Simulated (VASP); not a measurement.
Given:

```
CELL_PARAMETERS angstrom
      1.34756    -2.33403     0.00000
      1.34756     2.33403     0.00000
      0.00000     0.00000     4.37509
ATOMIC_POSITIONS crystal
  Be 0.66667 0.33333 0.50006
  Be 0.33333 0.66667 0.00006
  O  0.66667 0.33333 0.87794
  O  0.33333 0.66667 0.37794
```

All values below come from PBEsol GGA, VASP's PBE PAW potentials (set 64) (plane waves; VASP). Settings: 520 eV cut-off, 12×12×7 Γ-centred mesh, Gaussian smearing of 0.010 eV, potentials Be O.

Problem. Predict the energy per atom (σ→0), band gap (on the k-mesh) with the smallest direct gap where there is one.

Solution. 
```
Quantity                                     Result
-----------------------------------  --------------
band gap (on the k-mesh)                    7.48 eV
smallest direct gap (on the k-mesh)         7.48 eV
energy per atom (σ→0)                -7.413 eV/atom
```

Only differences to runs with the same potentials and settings are physical.

The compound is BeO in the wurtzite structure. It was relaxed first.
